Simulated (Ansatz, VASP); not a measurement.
# InP (InP(110)) in two plane-wave programs

Wanted: the spread between two codes on one cell, functional and k mesh. The cell is taken from a series of runs on this material, whose earlier steps may have relaxed, scaled, displaced or heated it; both programs get it as it stands. Valence electrons are named where the data sets of a main pair hold unlike numbers.

Calculated with Ansatz 0.2.0; plane waves, with VASP 6.6.1 beside it; single point at PBE.

## (1) Set-up

The cell holds 18 atoms: 9 In and 9 P. Cell: a = 4.327 Å, b = 6.119 Å, c = 32.756 Å, α = 90.0°, β = 90.0°, γ = 90.0°. It derives from InP. As first built, before any earlier steps moved the atoms (in the runner's words): 9 layers, strained by +2 % in the plane. Vacuum lies along c.

## (2) VASP: single point, PBE

A single point gives forces, pressure and levels at one fixed geometry, so differences don't come from the geometry; what else differs is listed under the comparison.

Lines of VASP's logs that name or quote its potential files are left out, and so is its time.

INCAR reads:

```
SYSTEM = InP
PREC = Accurate
ENCUT = 520
EDIFF = 1E-06
NELM = 100
ISMEAR = 0
SIGMA = 0.03
LREAL = .FALSE.
ALGO = Normal
GGA = PE
NBANDS = 100
LORBIT = 11
LWAVE = .FALSE.
LCHARG = .FALSE.
KPAR = 2
NCORE = 2
ISIF = 0
LDIPOL = .TRUE.
IDIPOL = 3
DIPOL = 0.5 0.5 0.5
LVHAR = .TRUE.
```

POSCAR reads:

```
InP
1.0
    4.3266191100      0.0000000000      0.0000000000
    0.0000000000      6.1187634300      0.0000000000
    0.0000000000      0.0000000000     32.7561575400
In P
9 9
Direct
    0.0000000000      0.0575462800      0.2584051200
    0.5000000000      0.4886926900      0.3048025800
    0.0000000000      0.9934687800      0.3729498800
    0.5000000000      0.4932698500      0.4353346600
    0.0000000000      0.9969137300      0.5000000000
    0.5000000000      0.4932698500      0.5646653400
    0.0000000000      0.9934687800      0.6270501200
    0.5000000000      0.4886926900      0.6951974200
    0.0000000000      0.0575462800      0.7415948800
    0.0000000000      0.7335564800      0.3086709300
    0.5000000000      0.2592744900      0.2376046100
    0.0000000000      0.7387888700      0.4363765800
    0.5000000000      0.2408617600      0.3709932100
    0.0000000000      0.7387888700      0.5636234200
    0.5000000000      0.2421678600      0.5000000000
    0.0000000000      0.7335564800      0.6913290700
    0.5000000000      0.2408617600      0.6290067900
    0.5000000000      0.2592744900      0.7623953900
```

KPOINTS reads:

```
Automatic mesh
0
Gamma
6 4 1
0 0 0
```

The projector-augmented-wave data sets are In_d_GW and P_GW (PBE family, release 64).

On the command line:

```console
$ mpirun -np 4 vasp_std
```

Numbers of over 12 decimals in the logs are rounded to 6 here.

The program printed:

```text
[banner, memory and clock lines left out]
running    4 mpi-ranks, on    1 nodes
 distrk:  each k-point on    2 cores,    2 groups
 distr:  one band on    2 cores,    1 groups

 POSCAR found type information on POSCAR InP
 POSCAR found :  2 types and      18 ions
|                                                                             |
|               ----> ADVICE to this user running VASP <----                  |
|                                                                             |
|     You have a (more or less) 'large supercell' and for larger cells it     |
|     might be more efficient to use real-space projection operators.         |
|     Therefore, try LREAL= Auto in the INCAR file.                           |
|     Mind: For very accurate calculation, you might also keep the            |
|     reciprocal projection scheme (i.e. LREAL=.FALSE.).                      |
|                                                                             |

 LDA part: xc-table for (Slater+PW92), standard interpolation
 POSCAR, INCAR and KPOINTS ok, starting setup
 FFT: planning ... GRIDC
 FFT: planning ... GRID_SOFT
 FFT: planning ... GRID
 WAVECAR not read
 entering main loop
       N       E                     dE             d eps       ncg     rms          rms(c)
DAV:   1     0.305467189131E+04    0.30547E+04   -0.46400E+04  3288   0.486E+03
DAV:   2     0.148901588377E+04   -0.15657E+04   -0.14415E+04  2752   0.152E+03
DAV:   3     0.468506537445E+03   -0.10205E+04   -0.97281E+03  3996   0.887E+02
DAV:   4     0.103057005601E+03   -0.36545E+03   -0.34612E+03  3960   0.917E+02
DAV:   5    -0.428433365086E+02   -0.14590E+03   -0.14238E+03  4628   0.509E+02    0.404E+01
DAV:   6    -0.709171955307E+02   -0.28074E+02   -0.29161E+02  4672   0.223E+02    0.775E+00
DAV:   7    -0.733156799361E+02   -0.23985E+01   -0.38680E+01  4800   0.666E+01    0.616E+00
DAV:   8    -0.736009087384E+02   -0.28523E+00   -0.63817E+00  4800   0.254E+01    0.545E+00
DAV:   9    -0.736216339741E+02   -0.20725E-01   -0.12008E+00  4800   0.107E+01    0.355E+00
DAV:  10    -0.735460361493E+02    0.75598E-01   -0.78216E-01  4800   0.725E+00    0.479E+00
DAV:  11    -0.735585263444E+02   -0.12490E-01   -0.13832E-01  4800   0.450E+00    0.273E+00
DAV:  12    -0.735604217430E+02   -0.18954E-02   -0.19263E-02  4800   0.115E+00    0.253E+00
DAV:  13    -0.735674491518E+02   -0.70274E-02   -0.14352E-02  4784   0.134E+00    0.362E+00
DAV:  14    -0.735607113499E+02    0.67378E-02   -0.56115E-02  4224   0.308E+00    0.190E-01
[...]
DAV:  27    -0.735613719010E+02   -0.17061E-04   -0.79527E-06  2520   0.269E-02    0.808E-03
DAV:  28    -0.735613784917E+02   -0.65907E-05   -0.78255E-07  1824   0.262E-02    0.124E-02
DAV:  29    -0.735613911126E+02   -0.12621E-04   -0.14990E-06  2016   0.240E-02    0.103E-02
DAV:  30    -0.735613954163E+02   -0.43037E-05   -0.52759E-07  1848   0.216E-02    0.985E-03
DAV:  31    -0.735613983122E+02   -0.28959E-05   -0.56025E-07  1792   0.171E-02    0.594E-03
DAV:  32    -0.735614009285E+02   -0.26163E-05   -0.51701E-07  1872   0.144E-02    0.222E-03
DAV:  33    -0.735614021697E+02   -0.12412E-05   -0.41130E-07  1704   0.196E-02    0.181E-03
DAV:  34    -0.735614025410E+02   -0.37128E-06   -0.51539E-07  1648   0.114E-02
   1 F= -.73561403E+02 E0= -.73561403E+02  d E =-.329696E-19
```

From OUTCAR (step 2):

```text
ion  position               nearest neighbor table
   1  0.000  0.058  0.258-  10 2.58  11 2.58  11 2.58
   2  0.500  0.489  0.305-  11 2.61  10 2.63  10 2.63  13 2.65
   3  0.000  0.993  0.373-  12 2.60  10 2.64  13 2.64  13 2.64
   4  0.500  0.493  0.435-  13 2.61  15 2.62  12 2.63  12 2.63
   5  0.000  0.997  0.500-  12 2.61  14 2.61  15 2.63  15 2.63
   6  0.500  0.493  0.565-  17 2.61  15 2.62  14 2.63  14 2.63
   7  0.000  0.993  0.627-  14 2.60  16 2.64  17 2.64  17 2.64
   8  0.500  0.489  0.695-  18 2.61  16 2.63  16 2.63  17 2.65
   9  0.000  0.058  0.742-  16 2.58  18 2.58  18 2.58
  10  0.000  0.734  0.309-   1 2.58   2 2.63   2 2.63   3 2.64
  11  0.500  0.259  0.238-   1 2.58   1 2.58   2 2.61
  12  0.000  0.739  0.436-   3 2.60   5 2.61   4 2.63   4 2.63
  13  0.500  0.241  0.371-   4 2.61   3 2.64   3 2.64   2 2.65
  14  0.000  0.739  0.564-   7 2.60   5 2.61   6 2.63   6 2.63
  15  0.500  0.242  0.500-   4 2.62   6 2.62   5 2.63   5 2.63
  16  0.000  0.734  0.691-   9 2.58   8 2.63   8 2.63   7 2.64
  17  0.500  0.241  0.629-   6 2.61   7 2.64   7 2.64   8 2.65
  18  0.500  0.259  0.762-   9 2.58   9 2.58   8 2.61

  LATTYP: Found a simple orthorhombic cell.
 ALAT       =     4.3266191100
 B/A-ratio  =     1.4142135636
 C/A-ratio  =     7.5708438176

 Subroutine GETGRP returns: Found  4 space group operations
 (whereof  4 operations were pure point group operations)

The static configuration has the point symmetry C_2v.

 Found     12 irreducible k-points:

   k-points           NKPTS =     12   k-points in BZ     NKDIM =     12   number of bands    NBANDS=    100

   dimension x,y,z NGX =    32 NGY =   48 NGZ =  250
   dimension x,y,z NGXF=    64 NGYF=   96 NGZF=  500

   ENCUT  =  520.0 eV  38.22 Ry    6.18 a.u.   8.04 11.38 60.90*2*pi/ulx,y,z

   NELECT =     162.0000    total number of electrons

 k-points in reciprocal lattice and weights: Automatic mesh
   0.00000000  0.00000000  0.00000000       0.042
   0.16666667  0.00000000  0.00000000       0.083
   0.33333333  0.00000000  0.00000000       0.083
   0.50000000  0.00000000  0.00000000       0.042
   0.00000000  0.25000000  0.00000000       0.083
   0.16666667  0.25000000  0.00000000       0.167
   0.33333333  0.25000000  0.00000000       0.167
   0.50000000  0.25000000  0.00000000       0.083
   0.00000000  0.50000000  0.00000000       0.042
   0.16666667  0.50000000  0.00000000       0.083
   0.33333333  0.50000000  0.00000000       0.083
   0.50000000  0.50000000  0.00000000       0.042

 dipolmoment           0.000000      0.000000      0.000000 electrons x Angstroem

 average (electrostatic) potential at core
       1 -78.7581       2 -78.5527       3 -78.6146       4 -78.5977       5 -78.6059
       6 -78.5977       7 -78.6146       8 -78.5527       9 -78.7581      10 -79.4864
      11 -79.1824      12 -79.4677      13 -79.4266      14 -79.4677      15 -79.4504
      16 -79.4864      17 -79.4266      18 -79.1824

 E-fermi :  -0.3585

 k-point     1 :       0.0000    0.0000    0.0000
  band No.  band energies     occupation
    ...
     77      -0.7673      2.00000
     78      -0.6348      2.00000
     79      -0.6091      2.00000
     80      -0.5563      2.00000
     81      -0.5425      2.00000
     82       0.1704      0.00000
     83       0.7913      0.00000
     84       1.2405      0.00000
     85       1.3902      0.00000
     86       1.4455      0.00000
    ...

 k-point     2 :       0.1667    0.0000    0.0000
  band No.  band energies     occupation
    ...
     77      -1.3646      2.00000
     78      -1.1412      2.00000
     79      -1.0650      2.00000
     80      -0.8511      2.00000
     81      -0.6187      2.00000
     82       1.1944      0.00000
     83       1.5621      0.00000
     84       1.8064      0.00000
     85       1.9878      0.00000
     86       1.9982      0.00000
    ...

 k-point     3 :       0.3333    0.0000    0.0000
  band No.  band energies     occupation
    ...
     77      -1.7728      2.00000
     78      -1.6749      2.00000
     79      -1.3739      2.00000
     80      -1.0858      2.00000
     81      -0.8307      2.00000
     82       1.2478      0.00000
     83       1.3245      0.00000
     84       1.8294      0.00000
     85       1.9274      0.00000
     86       2.0290      0.00000
    ...

  energy-cutoff  :      520.00
  volume of cell :      867.17
      direct lattice vectors                 reciprocal lattice vectors
     4.326619110  0.000000000  0.000000000     0.231127348  0.000000000  0.000000000
     0.000000000  6.118763430  0.000000000     0.000000000  0.163431715  0.000000000
     0.000000000  0.000000000 32.756157540     0.000000000  0.000000000  0.030528611

 POSITION                                       TOTAL-FORCE (eV/Angst)
 -----------------------------------------------------------------------------------
      0.00000      0.35211      8.46436        -0.000000      0.022376      0.014193
      2.16331      2.99019      9.98416        -0.000000      0.020477      0.026607
      0.00000      6.07880     12.21641        -0.000000     -0.013824      0.000206
      2.16331      3.01820     14.25989         0.000000     -0.020095      0.002667
      0.00000      6.09988     16.37808        -0.000000     -0.041982      0.000000
      2.16331      3.01820     18.49627         0.000000     -0.020095     -0.002667
      0.00000      6.07880     20.53975        -0.000000     -0.013824     -0.000206
      2.16331      2.99019     22.77200        -0.000000      0.020477     -0.026607
      0.00000      0.35211     24.29180        -0.000000      0.022376     -0.014193
      0.00000      4.48846     10.11087        -0.000000      0.038338     -0.032356
      2.16331      1.58644      7.78301        -0.000000     -0.045720      0.155084
      0.00000      4.52047     14.29402        -0.000000      0.021244      0.005607
      2.16331      1.47378     12.15231        -0.000000      0.005771      0.025359
      0.00000      4.52047     18.46214        -0.000000      0.021244     -0.005607
      2.16331      1.48177     16.37808        -0.000000     -0.015153      0.000000
      0.00000      4.48846     22.64528        -0.000000      0.038338      0.032356
      2.16331      1.47378     20.60385        -0.000000      0.005771     -0.025359
      2.16331      1.58644     24.97314        -0.000000     -0.045720     -0.155084
 -----------------------------------------------------------------------------------
    total drift:                                0.000000     -0.000369      0.000001

  FREE ENERGIE OF THE ION-ELECTRON SYSTEM (eV)
  ---------------------------------------------------
  free  energy   TOTEN  =       -73.5614025410 eV

  energy  without entropy=      -73.5614025410  energy(sigma->0) =      -73.56140254

 vacuum level on the upper side and lower side of the slab         4.756         4.756

 total charge
# of ion       s       p       d       f       tot
--------------------------------------------------
    1        0.861   0.550   9.885   0.013  11.310
    2        0.784   0.613   9.902   0.015  11.315
    3        0.785   0.615   9.900   0.015  11.316
    4        0.785   0.615   9.902   0.015  11.316
    5        0.785   0.616   9.902   0.015  11.317
    6        0.785   0.615   9.902   0.015  11.316
    7        0.785   0.615   9.900   0.015  11.316
    8        0.784   0.613   9.902   0.015  11.315
    9        0.861   0.550   9.885   0.013  11.310
   10        1.151   1.628   0.026   0.000   2.805
   11        1.198   1.547   0.025   0.000   2.771
   12        1.147   1.633   0.026   0.000   2.806
   13        1.150   1.624   0.025   0.000   2.799
   14        1.147   1.633   0.026   0.000   2.806
   15        1.147   1.631   0.025   0.000   2.804
   16        1.151   1.628   0.026   0.000   2.805
   17        1.150   1.624   0.025   0.000   2.799
   18        1.198   1.547   0.025   0.000   2.771
--------------------------------------------------
tot         17.656  19.899  89.308   0.133 126.996

[... 3 further parts left out ...]
```

(Continued in part 2 of 2.)

[Lines on the potential files, build, host, timing and source positions are cut from VASP's logs without a mark.]

[Logs are printed without paths, hosts, clocks, repeated set-up lines and the standing remarks that a program may print on its own settings, such as how far it seeks lower states.]

[Hosts, paths, dates, database ids (printed as entryN), source tags and the programs' standing remarks are cut or masked in the printed files.]
